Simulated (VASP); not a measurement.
# C (P6/mmm) in VASP: further runs

The runs below take C through single point, with optB86b-vdW, rev-vdW-DF2, SCAN, SCAN+rVV10, r2SCAN, r2SCAN+rVV10.

Program: VASP 6.6.1. These are calculated values, not measurements. Logs are shortened: lines on timing, memory, paths and dates and some standing lists are left out, and cuts for length are marked.

**1. Starting point**

It takes space group P6/mmm (No. 191, hexagonal). Conventional cell: a = 2.461 Å, b = 2.461 Å, c = 3.354 Å, α = 90.00°, β = 90.00°, γ = 120.00°. C (site symmetry -6m2) has 3 C at 1.42 Å as nearest neighbours.

The cell was built by a generator and needn't be a form met in nature.

**2. Single point, optB86b-vdW**

The input, INCAR:

```
  PREC = Accurate
  ENCUT = 520
  EDIFF = 1E-6
  ISMEAR = -1
  SIGMA = 0.05
  LREAL = False
  LASPH = True
  NELM = 100
  ALGO = Normal
  ISIF = 2
  LWAVE = False
  LCHARG = False
  GGA = MK
  LUSE_VDW = True
  AGGAC = 0.0
  PARAM1 = 0.1234
  PARAM2 = 1.0
```

The input, KPOINTS:

```
regular mesh
0
Gamma
  16 16 4
```

The input, POSCAR:

```
C
1.0
    2.4610000000      0.0000000000      0.0000000000
   -1.2305000000      2.1312885187      0.0000000000
    0.0000000000      0.0000000000      6.7080000000
C
4
Direct
    0.0000000000      0.0000000000      0.2500000000
    0.3333333333      0.6666666667      0.2500000000
    0.0000000000      0.0000000000      0.7500000000
    0.3333333333      0.6666666667      0.7500000000
```

Potentials or basis: VASP PAW PBE potentials, release 64 (C).

Command:

```console
> cat potpaw_PBE.64/C/POTCAR > POTCAR
> mpirun -np 1 vasp_std > vasp.out
```

OUTCAR:

```text
PREC = Accurate
   ENCUT = 520
   EDIFF = 1E-6
   ISMEAR = -1
   LREAL = False
   LASPH = True
   NELM = 100
   ISIF = 2
   GGA = MK

 ion  position               nearest neighbor table
   1  0.000  0.000  0.250-   2 1.42   2 1.42   2 1.42
   2  0.333  0.667  0.250-   1 1.42   1 1.42   1 1.42
   3  0.000  0.000  0.750-   4 1.42   4 1.42   4 1.42
   4  0.333  0.667  0.750-   3 1.42   3 1.42   3 1.42

  LATTYP: Found a hexagonal cell.
 ALAT       =     2.4610000000
 C/A-ratio  =     2.7257212515

  Lattice vectors:

 A1 = (   2.4610000000,   0.0000000000,   0.0000000000)
 A2 = (  -1.2305000000,   2.1312885187,   0.0000000000)
 A3 = (   0.0000000000,   0.0000000000,   6.7080000000)

Analysis of symmetry for initial positions (statically):
=====================================================================
 Subroutine PRICEL returns following result:

  LATTYP: Found a hexagonal cell.
 ALAT       =     2.4610000000
 C/A-ratio  =     1.3628606258

  Lattice vectors:

 A1 = (   2.4610000000,   0.0000000000,   0.0000000000)
 A2 = (  -1.2305000000,   2.1312885187,   0.0000000000)
 A3 = (   0.0000000000,   0.0000000000,   3.3540000000)

   2 primitive cells build up your supercell.

 Routine SETGRP: Setting up the symmetry group for a
 hexagonal supercell.

 Subroutine GETGRP returns: Found 24 space group operations
 (whereof 12 operations were pure point group operations)
 out of a pool of 24 trial point group operations.

The static configuration has the point symmetry D_3h.
 The point group associated with its full space group is D_6h.

Analysis of symmetry for dynamics (positions and initial velocities):
=====================================================================
 Subroutine PRICEL returns following result:

  LATTYP: Found a hexagonal cell.
 ALAT       =     2.4610000000
 C/A-ratio  =     1.3628606258

  Lattice vectors:

 A1 = (   2.4610000000,   0.0000000000,   0.0000000000)
 A2 = (  -1.2305000000,   2.1312885187,   0.0000000000)
 A3 = (   0.0000000000,   0.0000000000,   3.3540000000)

   2 primitive cells build up your supercell.

 Routine SETGRP: Setting up the symmetry group for a
 hexagonal supercell.

 Subroutine GETGRP returns: Found 24 space group operations
 (whereof 12 operations were pure point group operations)
 out of a pool of 24 trial point group operations.

The dynamic configuration has the point symmetry D_3h.
 The point group associated with its full space group is D_6h.

 Subroutine INISYM returns: Found 24 space group operations
 (whereof 12 operations are pure point group operations),
 and found     2 'primitive' translations

----------------------------------------------------------------------------------------

                                     Primitive cell

  volume of cell :      17.5921

  direct lattice vectors                    reciprocal lattice vectors
     2.461000000  0.000000000  0.000000000     0.406338887  0.234599866  0.000000000
    -1.230500000  2.131288519  0.000000000     0.000000000  0.469199731  0.000000000
     0.000000000  0.000000000  3.354000000     0.000000000  0.000000000  0.298151461

  length of vectors
     2.461000000  2.461000000  3.354000000     0.469199731  0.469199731  0.298151461

  position of ions in fractional coordinates (direct lattice)
     0.000000000  0.000000000  0.500000000
     0.333333333  0.666666667  0.500000000

  ion indices of the primitive-cell ions
   primitive index   ion index
                 1           1
                 2           2

----------------------------------------------------------------------------------------

 KPOINTS: regular mesh

Automatic generation of k-mesh.
 Grid dimensions read from file:
 generate k-points for:   16   16    4

 Generating k-lattice:

  Cartesian coordinates                     Fractional coordinates (reciprocal lattice)
     0.025396180  0.014662492  0.000000000     0.062500000  0.000000000  0.000000000
     0.000000000  0.029324983  0.000000000     0.000000000  0.062500000  0.000000000
     0.000000000  0.000000000  0.037268933     0.000000000  0.000000000  0.250000000

  Length of vectors
     0.029324983  0.029324983  0.037268933

  Shift w.r.t. Gamma in fractional coordinates (k-lattice)
     0.000000000  0.000000000  0.000000000

 Subroutine IBZKPT returns following result:
 ===========================================

 Found     90 irreducible k-points:

 Following reciprocal coordinates:
            Coordinates               Weight
  0.000000  0.000000  0.000000      1.000000
  0.062500  0.000000  0.000000      6.000000
  0.125000  0.000000  0.000000      6.000000
  0.187500 -0.000000  0.000000      6.000000
  0.250000  0.000000  0.000000      6.000000
  0.312500  0.000000  0.000000      6.000000
[... 16 lines left out ...]
  0.187500  0.187500  0.000000      6.000000
  0.250000  0.187500  0.000000     12.000000
 [... further k-points ...]
   k-points           NKPTS =     90   k-points in BZ     NKDIM =     90   number of bands    NBANDS=     12
   number of dos      NEDOS =    301   number of ions     NIONS =      4
   total plane-waves  NPLWV =  16200
   dimension x,y,z NGX =    18 NGY =   18 NGZ =   50
   dimension x,y,z NGXF=    36 NGYF=   36 NGZF=  100
   ions per type =               4
   NGX,Y,Z   is equivalent  to a cutoff of  12.16, 12.16, 12.39 a.u.
   NGXF,Y,Z  is equivalent  to a cutoff of  24.32, 24.32, 24.78 a.u.
 SYSTEM =  unknown system
   PREC   = accura    normal or accurate (medium, high low for compatibility)
   ISTART =      0    job   : 0-new  1-cont  2-samecut
   ICHARG =      2    charge: 1-file 2-atom 10-const
   ISPIN  =      1    spin polarized calculation?
   LNONCOLLINEAR =      F non collinear calculations
   LSORBIT =      F    spin-orbit coupling
   LASPH  =      T    aspherical Exc in radial PAW
   ENCUT  =  520.0 eV  38.22 Ry    6.18 a.u.   4.58  4.58 12.47*2*pi/ulx,y,z
   NELM   =    100;   NELMIN=  2; NELMDL= -5     # of ELM steps
   EDIFF  = 0.1E-05   stopping-criterion for ELM
   LREAL  =      F    real-space projection
   EDIFFG = 0.1E-04   stopping-criterion for IOM
   NSW    =      0    number of steps for IOM
   IBRION =     -1    ionic relax: 0-MD 1-quasi-New 2-CG
   NFREE  =      0    steps in history (QN), initial steepest desc. (CG)
   ISIF   =      2    stress and relaxation
   ISYM   =      2    0-nonsym 1-usesym 2-fastsym
   POTIM  = 0.5000    time-step for ionic-motion
   TEBEG  =    0.0;   TEEND  =   0.0 temperature during run
   PSTRESS=    0.0 pullay stress
   NELECT =      16.0000    total number of electrons
   NUPDOWN=      -1.0000    fix difference up-down
   EMIN   =  10.00;   EMAX   =-10.00  energy-range for DOS
   EFERMI =   0.00;   METHOD = LEGACY
   ISMEAR =    -1;   SIGMA  =   0.05  broadening in eV -4-tet -1-fermi 0-gaus
   EFERMI_NEDOS =   21; number of points for ismear=-14 and -15
   IALGO  =     38    algorithm
   IMIX   =      4    mixing-type and parameters
     AMIX     =   0.40;   BMIX     =  1.00
     AMIX_MAG =   1.60;   BMIX_MAG =  1.00
  volume/ion in A,a.u.               =       8.80        59.36
  Fermi-wavevector in a.u.,A,eV,Ry     =   1.258923  2.379020 21.563700  1.584887
  Thomas-Fermi vector in A             =   2.392508
   LORBIT       =      0    0 simple, 1 ext, 2 COOP (PROOUT), +10 PAW based schemes
   GGA     = MK    functional components
   LHFCALC =     F    Hartree Fock is set to
   AEXX    =    0.0000 exact exchange contribution
   IVDW_NL    =     1    kernel type
   BPARAM     = 6.3000
   IVDW    =     0    specifies the selected vdW correction
   LEPSILON=     F    determine dielectric tensor
   LRPA    =     F    only Hartree local field effects (RPA)
 non-spin polarized calculation
  energy-cutoff  :      520.00
  volume of cell :       35.18
 maximum number of plane-waves:       979
   NGX =  9   NGY =  9   NGZ = 25

 number of electron      15.9999994 magnetization

 Free energy of the ion-electron system (eV)
  ---------------------------------------------------
  ext. energy  EPLUGINS =         0.00000000
  ---------------------------------------------------
  free energy    TOTEN  =       -32.48776862 eV

  energy without entropy =      -32.48658690  energy(sigma->0) =      -32.48717776

 E-fermi :   4.6955     XC(G=0): -10.4774

 val. band max:        4.6316196158   @ k =   0.3125   0.3125   0.0000
 cond. band min:       4.7906146170   @ k =   0.3125   0.3125   0.0000
 fundamental gap:      0.1589950012
 Fermi energy:         4.6954981131

 k-point     1 :       0.0000    0.0000    0.0000
  band No.  band energies     occupation
      1     -14.9785      2.00000
      2     -14.6671      2.00000
      3      -3.9425      2.00000
      4      -1.9074      2.00000
      5       1.6058      2.00000
      6       1.6058      2.00000
      7       1.6427      2.00000
      8       1.6427      2.00000
      9       8.7156      0.00000
     10      13.0111      0.00000
     11      13.0290      0.00000
     12      13.1177      0.00000

 k-point     2 :       0.0625    0.0000    0.0000
  band No.  band energies     occupation
      1     -14.8851      2.00000
      2     -14.5755      2.00000
      3      -3.8290      2.00000
      4      -1.8005      2.00000
      5       1.2314      2.00000
      6       1.2753      2.00000
      7       1.4092      2.00000
      8       1.4479      2.00000
      9       8.8280      0.00000
     10      13.0565      0.00000
     11      13.1709      0.00000
     12      13.4124      0.00000

 k-point     3 :       0.1250    0.0000    0.0000
  band No.  band energies     occupation
      1     -14.6057      2.00000
      2     -14.3012      2.00000
      3      -3.4898      2.00000
      4      -1.4815      2.00000
      5       0.2227      2.00000
      6       0.2843      2.00000
      7       0.9017      2.00000
      8       0.9445      2.00000
      9       9.1661      0.00000
     10      13.0786      0.00000
     11      13.2237      0.00000
     12      14.5170      0.00000

 k-point     4 :       0.1875   -0.0000    0.0000
  band No.  band energies     occupation
      1     -14.1421      2.00000
      2     -13.8459      2.00000
      3      -2.9296      2.00000
      4      -1.1873      2.00000
      5      -1.1025      2.00000
      6      -0.9565      2.00000
      7       0.2489      2.00000
      8       0.2959      2.00000
      9       9.7297      0.00000
     10      12.9554      0.00000
     11      13.1489      0.00000
     12      13.1951      0.00000

 k-point     5 :       0.2500    0.0000    0.0000
  band No.  band energies     occupation
      1     -13.4976      2.00000
      2     -13.2128      2.00000
      3      -2.7938      2.00000
      4      -2.6840      2.00000
      5      -2.1584      2.00000
      6      -0.4086      2.00000
      7      -0.3580      2.00000
      8      -0.2379      2.00000
      9      10.5126      0.00000
     10      11.4566      0.00000
     11      12.4760      0.00000
     12      12.7241      0.00000
[... 228 lines left out ...]
      1     -10.3205      2.00000
      2     -10.0876      2.00000
      3      -7.4054      2.00000
      4      -7.2281      2.00000
      5      -2.7996      2.00000
      6      -2.7147      2.00000
      7       1.3363      2.00000
      8       2.9162      2.00000
      9       6.1590      0.00000
     10       7.7235      0.00000
     11      13.4839      0.00000
     12      13.9776      0.00000

 k-point    22 :       0.4375    0.1250    0.0000
  band No.  band energies     occupation
      1      -9.4390      2.00000
      2      -9.2130      2.00000
      3      -8.4130      2.00000
      4      -8.2271      2.00000
      5      -2.8962      2.00000
      6      -2.8107      2.00000
      7       1.9305      2.00000
      8       3.4042      2.00000
      9       5.4314      0.00000
     10       7.1260      0.00000
     11      13.4526      0.00000
     12      13.9339      0.00000

 k-point    23 :       0.1875    0.1875    0.0000
  band No.  band energies     occupation
      1     -12.4983      2.00000
      2     -12.2309      2.00000
      3      -3.8745      2.00000
      4      -3.7520      2.00000
      5      -2.4461      2.00000
      6      -2.3556      2.00000
      7      -0.9742      2.00000
      8       0.8589      2.00000
      9       9.6298      0.00000
     10      10.6976      0.00000
     11      11.7643      0.00000
     12      15.0619      0.00000

 k-point    24 :       0.2500    0.1875    0.0000
  band No.  band energies     occupation
      1     -11.6064      2.00000
      2     -11.3541      2.00000
      3      -5.1048      2.00000
      4      -4.9625      2.00000
      5      -3.2583      2.00000
      6      -3.1572      2.00000
      7       0.0541      2.00000
      8       1.7995      2.00000
      9       8.1488      0.00000
     10       9.3392      0.00000
     11      12.8644      0.00000
     12      15.2583      0.00000

 [... further k-points ...]

------------------------ aborting loop because EDIFF is reached ----------------------------------------

  FORCE on cell =-STRESS in cart. coord.  units (eV):
  Direction    XX          YY          ZZ          XY          YZ          ZX
  --------------------------------------------------------------------------------------
  -------------------------------------------------------------------------------------
  Total        0.6103025      0.6103025      0.4930945     -0.0000000      0.0000000     -0.0000000
  in kB       27.7912984     27.7912984     22.4540066     -0.0000000      0.0000000     -0.0000000
  external PRESSURE =      26.0122011 kB  Pullay stress =       0.0000000 kB

 VOLUME and BASIS-vectors are now :
 -----------------------------------------------------------------------------
  energy-cutoff  :      520.00
  volume of cell :       35.18
      direct lattice vectors                 reciprocal lattice vectors
     2.461000000  0.000000000  0.000000000     0.406338887  0.234599866  0.000000000
    -1.230500000  2.131288519  0.000000000     0.000000000  0.469199731  0.000000000
     0.000000000  0.000000000  6.708000000     0.000000000  0.000000000  0.149075730

 POSITION                                       TOTAL-FORCE (eV/Angst)
 -----------------------------------------------------------------------------------
      0.00000      0.00000      1.67700        -0.000000      0.000000      0.000000
     -0.00000      1.42086      1.67700         0.000000      0.000000      0.000000
      0.00000      0.00000      5.03100         0.000000      0.000000      0.000000
     -0.00000      1.42086      5.03100         0.000000      0.000000      0.000000
 -----------------------------------------------------------------------------------
    total drift:                                0.000000     -0.000000     -0.000000

  FREE ENERGIE OF THE ION-ELECTRON SYSTEM (eV)
  ---------------------------------------------------
  free  energy   TOTEN  =       -32.4877686221 eV

  energy  without entropy=      -32.4865869007  energy(sigma->0) =      -32.48717776

Total vdW correction in eV:      2.2017217
```

Wall time 32 s (1 thread of Intel Xeon Platinum 8559C (Emerald Rapids), shared host); peak memory 0.28 GiB.

Results:

```
Free energy            : -32.4878 eV
Pressure               : 2.6 GPa
Band gap on the k mesh : 0.16 eV
```

Levels at points of the mesh, in eV from the valence-band top:
```csv
k point,band 6,band 7,band 8,band 9,band 10,band 11
"(0.00, 0.00, 0.00)",-3.03,-2.99,-2.99,4.08,8.38,8.40
"(0.50, 0.00, 0.00)",-6.36,-3.05,-1.56,0.84,2.68,7.34
"(0.00, 0.00, 0.50)",-3.01,-3.01,-3.01,6.77,6.77,8.43
"(0.50, 0.00, 0.50)",-6.38,-2.35,-2.35,1.66,1.66,7.54
```

Caveat: the PAW data sets were made with another functional, which shifts forces and pressure a little. A k mesh can miss the band edges.

(Continued in part 2 of 2.)
